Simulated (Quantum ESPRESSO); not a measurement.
Ru:

```
CELL_PARAMETERS angstrom
2.70580 0.00000 0.00000
-1.35290 2.34329 0.00000
0.00000 0.00000 4.28190
ATOMIC_POSITIONS crystal
Ru 0.66667 0.33333 0.75000
Ru 0.33333 0.66667 0.25000
```

Program: Quantum ESPRESSO 7.5. Alike in all runs: no spin polarisation; cell as given; smearing fermi-dirac 0.05 eV.

Problem. Order these runs on this cell by their pressure, lowest first.
A. level N12; potentials or basis PseudoDojo 0.4.1 SR PBE standard; k mesh 11 × 11 × 6; cutoff (eV) 1143; mesh quality not flagged
B. level PBEsol; potentials or basis GBRV 1.5 PBEsol; k mesh 11 × 11 × 6; cutoff (eV) 612; mesh quality not flagged
C. level PBE; potentials or basis SG15 PBE 1.2; k mesh 6 × 6 × 4; cutoff (eV) 952; mesh quality coarse

Solution. B (-6.7 GPa), A (0.6 GPa), C (5.5 GPa).

Caveats: some runs use coarse meshes; the potentials were made for another functional, which shifts forces and pressure (some runs).
